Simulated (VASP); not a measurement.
Crystal: KCl (Sylvite).

```xyz
2
Lattice="0.0000 3.1465 3.1465 3.1465 0.0000 3.1465 3.1465 3.1465 0.0000" Properties=species:S:1:pos:R:3 pbc="T T T"
K     0.0000    0.0000    0.0000
Cl    3.1465    3.1465    3.1465
```

- Program: VASP 6.6.1
- Task: relaxation of cell and atoms
- Functional: PBE
- Potentials or basis: VASP PAW PBE potentials, release 64 (K_sv, Cl)
- Cutoff: 600 eV
- k mesh: 8 × 8 × 8
- Occupations: gaussian, width 0.03 eV
- Spin: no spin polarisation

At the start: pressure 0.8 GPa; volume 31.15 Å³/atom.

Task: Where does the relaxation end?

Result: Over 3 steps the energy falls by 3.5 meV/atom and the volume is 32.57 Å³/atom (+4.6 %); space group Fm-3m (No. 225, to 0.05 Å).

Step by step:
```tsv
step	energy change (eV)	largest force (eV/Å)	pressure (GPa)	volume (Å³)
1	0.0000	0.0000	0.82	62.30
2	-0.0053	0.0000	0.37	63.75
3	-0.0069	0.0000	0.00	65.15
```

Final structure:
```cif
data_structure
_symmetry_space_group_name_H-M 'P 1'
_symmetry_Int_Tables_number 1
_cell_length_a 4.5165
_cell_length_b 4.5165
_cell_length_c 4.5165
_cell_angle_alpha 60.000
_cell_angle_beta 60.000
_cell_angle_gamma 60.000
_cell_volume 65.15
loop_
_atom_site_label
_atom_site_type_symbol
_atom_site_fract_x
_atom_site_fract_y
_atom_site_fract_z
_atom_site_occupancy
K1 K 0.00000 0.00000 0.00000 1
Cl1 Cl 0.50000 0.50000 0.50000 1
```
